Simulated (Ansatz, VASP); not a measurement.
Cu: VASP beside Ansatz

```xyz
2
Lattice="2.5167 0.0000 0.0000 -1.2583 2.1795 0.0000 0.0000 0.0000 4.1097" Properties=species:S:1:pos:R:3 pbc="T T T"
Cu    0.0000    1.4530    1.0274
Cu    1.2583    0.7265    3.0822
```

Change from the starting cell: equal strain along all axes, cell held, atoms relaxed: -2.0 %.

Alike in both runs: task single point; functional PBE; k mesh 24 × 24 × 12; occupations gaussian, width 0.1 eV; no spin polarisation.

|  | VASP | Ansatz |
| --- | --- | --- |
| version | VASP 6.6.1 | Ansatz 0.2.0 |
| potentials or method | VASP PAW PBE potentials, release 64 (Cu) | scalar-relativistic, plane waves, PAW |
| plane-wave cutoff (eV) | 520 | 420 |
| valence electrons in the cell | 22 | 38 |

VASP gave:

```
gap on the k mesh at the Fermi level (eV)       : none
pressure (GPa)                                  : 11.4
largest component of the traceless stress (GPa) : 0.49
```

Problem. Which values does Ansatz return?

Solution. gap on the k mesh at the Fermi level (eV): none; pressure (GPa): 9.8; largest component of the traceless stress (GPa): 0.48.

A gap of «none» marks a metal or a gap that the smearing closes. The two sets of potentials don't hold the same shells in valence.
